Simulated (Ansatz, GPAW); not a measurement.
This is a calculation of Se (Selenium) for Ansatz 0.2.0. Atoms were shifted at random by some hundredths of an Å from the given cell, which wasn't relaxed again for these runs. 

The input input.yaml:

```yaml
crystal:
  lattice:
    - [4.3662, 0.0, 0.0]
    - [-2.1831, 3.781240118, 0.0]
    - [0.0, 0.0, 4.9536]
  atoms:
    - { symbol: Se, position: [0.778944, 0.778036, 0.002632] }
    - { symbol: Se, position: [0.009181, 0.236059, 0.657835] }
    - { symbol: Se, position: [0.227814, 0.00178, 0.327381] }
hamiltonian:
  xc: pbesol
  pseudopotentials: { kind: paw }
kpoints:
  mp_grid: { grid: [7, 7, 6] }
scf:
  occupations: { method: fermi_dirac, width: 0.05 }
output:
  forces: true
  stress: true
  eigenvalues: true
```

Potentials or basis: Ansatz PAW.

Run with:

```sh
$ ansatz run input.yaml --threads 1 --pin off --max-ram 3584MiB --backend cpu --events-out ev --progress --plain --runs-dir out
```

Q: Translate it to GPAW 26.7.0 (ASE script). Potentials or basis there: PAW data sets generated for this functional, cutoff 600 eV.

A: As run (cutoffs and basis follow the program's own potentials, and thresholds, step limits or extra output files can differ):

File run.py:

```python
from ase import Atoms
from ase.dft.bandgap import bandgap
from ase.io import write
from ase.units import GPa
from gpaw import GPAW, PW, setup_paths

setup_paths.insert(0, '.')

atoms = Atoms(['Se', 'Se', 'Se'],
              cell=[[4.3662, 0.0, 0.0],
                    [-2.1831, 3.781240118, 0.0],
                    [0.0, 0.0, 4.9536]],
              scaled_positions=[[0.778944, 0.778036, 0.002632],
                                [0.009181, 0.236059, 0.657835],
                                [0.227814, 0.00178, 0.327381]],
              pbc=True)

calc = GPAW(mode=PW(600),
            xc='PBEsol',
            kpts={'size': (7, 7, 6), 'gamma': True},
            occupations={'name': 'fermi-dirac', 'width': 0.05},
            nbands=19,
            convergence={'density': 1e-05, 'energy': 1e-05},
            maxiter=150,
            txt='gpaw.txt')
atoms.calc = calc
energy = atoms.get_potential_energy()
forces = atoms.get_forces()
stress = atoms.get_stress()
calc.write('gs.gpw')
write('result.traj', atoms)
print(f'Energy: {energy:.6f} eV')
print('Forces (eV/A):')
print(forces.round(4))
print('Stress (GPa):', (stress / GPa).round(3))
print('Fermi level:', round(calc.get_fermi_level(), 4), 'eV')
print(f'Gap: {bandgap(calc)[0]:.4f} eV, direct: {bandgap(calc, direct=True)[0]:.4f} eV')
```

Potentials or basis: PAW data sets generated in the run's folder for this functional, pw.

Command:

```sh
$ gpaw-setup -f PBEsol Se
$ OMP_NUM_THREADS=1 python run.py
```

Both were run:

|  | Ansatz | GPAW |
| --- | --- | --- |
| Pressure | 0.0 GPa | 0.0 GPa |
| Largest force | 0.558 eV/Å | 0.575 eV/Å |
| Energy over the undisturbed cell | 4.0 meV/atom | 4.0 meV/atom |

Ansatz's pressure holds a Pulay term of +0.01 GPa for its cutoff of 420 eV, which the other run lacks.

The potentials hold 48 and 18 valence electrons a cell.

Ansatz's potentials were made for PBE.

Where Ansatz's input types no cutoff or centring, it takes its own default and a Γ-centred mesh.

Pressure is positive in compression.
